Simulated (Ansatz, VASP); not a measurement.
**Two plane-wave programs on I**

```
I
1.0
     3.93454    0.00000    0.00000
    -1.96727    3.40741    0.00000
     0.00000    0.00000    2.95737
I
1
Direct
  0.00000 0.00000 0.00000
```

Alike in both runs: functional PBEsol; k mesh 18 × 18 × 16; occupations gaussian, width 0.1 eV; no spin polarisation.

Ansatz relaxed the structure, and its values are those at the end. VASP's run is a single point on that final structure, the one shown.

|  | VASP | Ansatz |
| --- | --- | --- |
| version | VASP 6.6.1 | Ansatz 0.2.0 |
| potentials or method | VASP PAW PBE potentials, release 64 (I) | scalar-relativistic, plane waves, PAW |
| plane-wave cutoff (eV) | 520 | 420 |
| valence electrons in the cell | 7 | 17 |

|  | VASP | Ansatz | Ansatz less VASP |
| --- | --- | --- | --- |
| gap on the k mesh at the Fermi level (eV) | none | none | - |
| pressure (GPa) | 0.0 | 0.0 | +0.02 |

A gap of «none» marks a metal or a gap that the smearing closes. The functional is the same, so the differences come from potentials, cutoffs and numerics. The two sets of potentials don't hold the same shells in valence.

Caveats: the PAW data sets were made with another functional, which shifts forces and pressure a little (VASP); an odd number of electrons without spin polarisation forces a metal; a magnetic or distorted state may lie lower. The runs have no spin-orbit coupling, so splittings on I are missing.
